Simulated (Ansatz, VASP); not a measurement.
# MnS: VASP beside Ansatz

INCAR

```
PREC = Accurate
ENCUT = 520
EDIFF = 1E-6
ISMEAR = -1
SIGMA = 0.05
LREAL = False
LASPH = True
NELM = 150
ALGO = Normal
ISIF = 2
LWAVE = False
LCHARG = True
ISPIN = 2
MAGMOM = 4 -4 0 0
LORBIT = 11
LMAXMIX = 4
LDAU = True
LDAUTYPE = 2
LDAUL = 2 -1
LDAUU = 2 0
LDAUJ = 0 0
LDAUPRINT = 1
GGA = PS
LELF = True
LVHAR = True
NBANDS = 31
```

The input KPOINTS:

```
Automatic mesh
0
Gamma
  9 9 9
```

The input POSCAR:

```
MnS
1.0
   -1.8299960138     -1.0565486911      5.9418405554
    1.8299960138     -1.0565486911      5.9418405554
    0.0000000000      2.1130973824      5.9418405554
Mn S
2 2
Direct
    0.0000000000      0.0000000000      0.0000000000
    0.5000000000      0.5000000000      0.5000000000
    0.2500000000      0.2500000000      0.2500000000
    0.7500000000      0.7500000000      0.7500000000
```

File input.yaml:

```yaml
crystal:
  lattice:
    - [-1.8299960138, -1.0565486911, 5.9418405554]
    - [1.8299960138, -1.0565486911, 5.9418405554]
    - [0.0, 2.1130973824, 5.9418405554]
  atoms:
    - { symbol: Mn, position: [0.0, 0.0, 0.0], spin: 4.0 }
    - { symbol: Mn, position: [0.5, 0.5, 0.5], spin: -4.0 }
    - { symbol: S, position: [0.25, 0.25, 0.25] }
    - { symbol: S, position: [0.75, 0.75, 0.75] }
hamiltonian:
  xc: pbesol
  pseudopotentials: { kind: paw }
  hubbard: { sites: [{ species: Mn, l: d, u_eff: 2.0 }] }
magnetization:
  spin_polarized: true
kpoints:
  mp_grid: { grid: [9, 9, 9] }
scf:
  occupations: { method: fermi_dirac, width: 0.05 }
output:
  forces: true
  stress: true
  eigenvalues: true
```

The cell is a database's computed one.

Alike in both runs: task single point; functional PBEsol; k mesh 9 × 9 × 9; occupations fermi-dirac, width 0.05 eV; collinear spin, antiferromagnetic start; Hubbard terms Mn d U = 2 eV.

|  | VASP | Ansatz |
| --- | --- | --- |
| version | VASP 6.6.1 | Ansatz 0.2.0 |
| potentials or method | VASP PAW PBE potentials, release 64 (Mn_pv, S) | Ansatz PAW |
| plane-wave cutoff (eV) | 520 | 420 |
| valence electrons in the cell | 38 | 42 |

Ansatz gave:

```
gap on the k mesh at the Fermi level (eV)                     : 1.67
least direct gap on the mesh (eV)                             : 2.09
pressure (GPa)                                                : -1.7
largest component of the traceless stress (GPa)               : 0.15
net moment per atom (μB)                                      : 0.00
size of the moment on the site where the two differ most (μB) : 4.27
```

Problem. Which values does VASP return?

Solution. gap on the k mesh at the Fermi level (eV): 1.54; least direct gap on the mesh (eV): 2.03; pressure (GPa): -1.9; largest component of the traceless stress (GPa): 0.12; net moment per atom (μB): 0.00; size of the moment on the site where the two differ most (μB): 4.35.

Site moments also hang on the region over which each program counts them. The programs project onto different local orbitals, so the same U acts differently. The two sets of potentials don't hold the same shells in valence.

Caveats: the PAW data sets were made with another functional, which shifts forces and pressure a little (VASP); an odd mesh through Γ misses points on the zone boundary, where band edges often lie (VASP); the magnetic or orbital state may not be the lowest (Ansatz); odd divisions of the mesh miss points on the zone boundary, where band edges often lie, so the gap on the mesh can be too wide (Ansatz); the PAW data sets come from PBE, with cores solved anew for the run's functional, which leaves a small shift of forces and pressure (Ansatz). The state reached can hang on the start; a lower one may exist.
